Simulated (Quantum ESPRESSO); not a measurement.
TiO under changes of volume

One of the cells (12.880 Å³/atom); the others are scaled copies at fixed shape and fractional positions:

```
Ti O
1.0
     3.03100    0.00000    0.00000
    -1.51550    2.62492    0.00000
     0.00000    0.00000    3.23770
Ti O
1 1
Direct
  0.66667 0.33333 0.00000
  0.00000 0.00000 0.50000
```

| Item | Value |
| --- | --- |
| Program | Quantum ESPRESSO 7.5 |
| Functional | r2SCAN |
| Potentials or basis | SG15 PBE 1.2 |
| Cutoff | 1197 eV |
| Density cutoff | 4789 eV |
| k mesh | 8 × 8 × 6 |
| Occupations | fermi-dirac, width 0.05 eV |
| Spin | no spin polarisation |

| volume (Å³/atom) | energy over the lowest point (meV/atom) | pressure (GPa) | gap on the mesh (eV) |
| --- | --- | --- | --- |
| 12.107 | 0.00 | -36.2 | 0.17 |
| 12.365 | 59.38 | -37.6 | 0.18 |
| 12.622 | 120.89 | -38.9 | 0.19 |
| 12.880 | 184.19 | -39.9 | 0.20 |
| 13.137 | ? | ? | ? |
| 13.395 | 315.02 | -41.4 | 0.21 |
| 13.653 | 382.05 | -42.0 | 0.22 |

Problem. What does the run at 13.137 Å³/atom give?

Solution. Energy over the lowest point 248.99 meV/atom; pressure -40.7 GPa; gap on the mesh 0.20 eV.

Worked out: A Birch-Murnaghan fit of order 3 (a polynomial in V^(-2/3)) to the other rows has no minimum within the range. It gives 248.90 meV/atom at 13.137 Å³/atom, against the run's 248.99, and -dE/dV = -40.7 GPa, against -40.7. A straight line through the other rows of the gap, of slope 0.401 eV per unit of ln V (its deformation potential), gives 0.20 eV, against the run's 0.20.

Energies are extrapolated to zero smearing.

Caveats: the potentials were made for another functional, which shifts forces and pressure; the cell as given lies far from equilibrium.

A mesh can miss the band edges.
